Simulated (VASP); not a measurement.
SiO2 in VASP 6.6.1, relaxation

INCAR

```
LWAVE = .FALSE.
NBANDS = 15
IVDW = 11
LCHARG = .FALSE.
IBRION = 2
PREC = Accurate
NELM = 120
EDIFF = 1E-7
LASPH = .TRUE.
ISIF = 3
AMIX = 0.1
SIGMA = 0.02
LREAL = .FALSE.
ENCUT = 600
NSW = 40
ISMEAR = -1
GGA = PS
EDIFFG = -5E-3
```

KPOINTS

```
KPOINTS created by Atomic Simulation Environment
0
Gamma
8 8 8
0 0 0
```

POSCAR

```
Si O
 1.0000000000000000
     0.0000000000000000    2.2903635270075742    2.2903635270075742
     2.2903635270075742    0.0000000000000000    2.2903635270075742
     2.2903635270075742    2.2903635270075742   -0.0000000000000000
 Si  O
   1   2
Cartesian
  0.0000000000000000  0.0000000000000000  0.0000000000000000
  1.1451817635037871  1.1451817635037871  1.1451817635037871
  3.4355452905113619  3.4355452905113619  3.4355452905113619
```

The recommended PBE PAW datasets give the neutral cell 16 valence electrons.

Command

```
mpirun -np 1 vasp_std
```

Task: Predict the outcome of this run.

Result: It converged. Results: relaxed cell vector lengths 3.202, 3.202, 3.202 Å; relaxed cell volume 23.22 Å³.

OSZICAR

```
N       E                     dE             d eps       ncg     rms          rms(c)
DAV:   1     0.586947900000E+02    0.58695E+02   -0.92802E+03   894   0.113E+03
DAV:   2    -0.211395744377E+02   -0.79834E+02   -0.70391E+02  1150   0.231E+02
DAV:   3    -0.237330419647E+02   -0.25935E+01   -0.25817E+01  1038   0.403E+01
DAV:   4    -0.237426902005E+02   -0.96482E-02   -0.96478E-02  1101   0.287E+00
DAV:   5    -0.237427383147E+02   -0.48114E-04   -0.48113E-04  1066   0.199E-01    0.102E+01
DAV:   6    -0.226334868044E+02    0.11093E+01   -0.33885E-01   933   0.545E+00    0.801E+00
DAV:   7    -0.213293373742E+02    0.13041E+01   -0.28850E+00   898   0.155E+01    0.343E+00
DAV:   8    -0.213272373385E+02    0.21000E-02   -0.16284E-01   975   0.372E+00    0.131E+00
DAV:   9    -0.213063953661E+02    0.20842E-01   -0.24133E-02   961   0.149E+00    0.657E-01
DAV:  10    -0.213076892330E+02   -0.12939E-02   -0.45825E-03  1031   0.513E-01    0.827E-01
...
DAV:   3    -0.213183875847E+02    0.43167E-01   -0.12988E-01   898   0.324E+00    0.323E-01
DAV:   4    -0.213179235985E+02    0.46399E-03   -0.40134E-03   919   0.551E-01    0.369E-01
DAV:   5    -0.213158097055E+02    0.21139E-02   -0.20912E-03   884   0.350E-01    0.102E-01
DAV:   6    -0.213154798653E+02    0.32984E-03   -0.59683E-04   919   0.224E-01    0.582E-02
DAV:   7    -0.213154784400E+02    0.14252E-05   -0.33290E-05   982   0.467E-02    0.364E-02
DAV:   8    -0.213154691505E+02    0.92896E-05   -0.94917E-06   961   0.275E-02    0.457E-03
DAV:   9    -0.213154688792E+02    0.27125E-06   -0.48685E-07  1031   0.629E-03    0.550E-03
DAV:  10    -0.213154685305E+02    0.34872E-06   -0.52607E-08   519   0.167E-03    0.513E-04
DAV:  11    -0.213154684738E+02    0.56684E-07   -0.10877E-08   498   0.922E-04
   3 F= -.21661855E+02 E0= -.21661855E+02  d E =-.243905E-01
```

| ionic step | ΔE (meV/atom) | volume (Å³) | largest force (eV/Å) | pressure (GPa) | electronic steps |
| --- | --- | --- | --- | --- | --- |
| 1 | 0.0 | 24.03 | 0.000 | -9.30 | 15 |
| 2 | 0.0 | 22.45 | 0.000 | 10.56 | 11 |
| 3 | -8.1 | 23.22 | 0.000 | -0.05 | 11 |

For comparison, a separate PBEsol relaxation on usual settings, not on those above, ends at 23.48 Å³.
